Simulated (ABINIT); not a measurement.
A run of ABINIT 10.8.3 (patched build) is set up as follows.

run.abi

```
# Datasets: one volume each
ndtset 7
getwfk -1
scalecart1 3*0.9795861087
scalecart2 3*0.9864848297
scalecart3 3*0.9932883884
scalecart4 3*1.0000000000
scalecart5 3*1.0066227096
scalecart6 3*1.0131594038
scalecart7 3*1.0196128224

# Pseudopotentials
pp_dirpath "./"
pseudos "Hg.GGA_PBE-JTH.xml, Te.GGA_PBE-JTH.xml"

# Structure
acell 8.5906751133 8.5906751133 8.5906751133
rprim
     0.0000000000     0.7071067812     0.7071067812
     0.7071067812     0.0000000000     0.7071067812
     0.7071067812     0.7071067812     0.0000000000
ntypat 2
znucl 80 52
natom 2
typat 1 2
xred
     0.0000000000     0.0000000000     0.0000000000
     0.7500000000     0.7500000000     0.7500000000

# Plane-wave basis
ecut 20.0
pawecutdg 40.0

# k points
kptopt 1
ngkpt 7 7 7
nshiftk 1
shiftk 0.0 0.0 0.0

# Exchange and correlation
ixc 15

# Bands and occupations
nband 13
occopt 3
tsmear 0.00183747

# SCF cycle
nstep 100
tolvrs 1.0e-9

# Output
iomode 3
prtwf 1
prtden 0
prteig 0
prtebands 0
enunit 2
```

Potentials or basis: JTH PAW PBE v2.0.

Command:

```bash
$ abinit run.abi > log 2>&1
```

Problem. What does it give for the equilibrium volume?

Solution. 38.64 Å³/atom (rough: see the caveat).

Problem. Predict the bulk modulus.

Solution. 29 GPa (rough).

Energy against volume, from the lowest point:
```csv
volume (Å³/atom),energy (meV/atom)
31.223,167.64
31.887,126.10
32.551,90.81
33.215,61.11
33.880,36.40
34.544,16.19
35.208,0.00
```

Caveat: pressures at fixed basis lie under the slope of the energies; the minimum lies outside the volumes run; the PAW data sets were made with another functional, which shifts forces and pressure a little. Spin-orbit coupling is left out, which matters for the levels of Hg, Te.
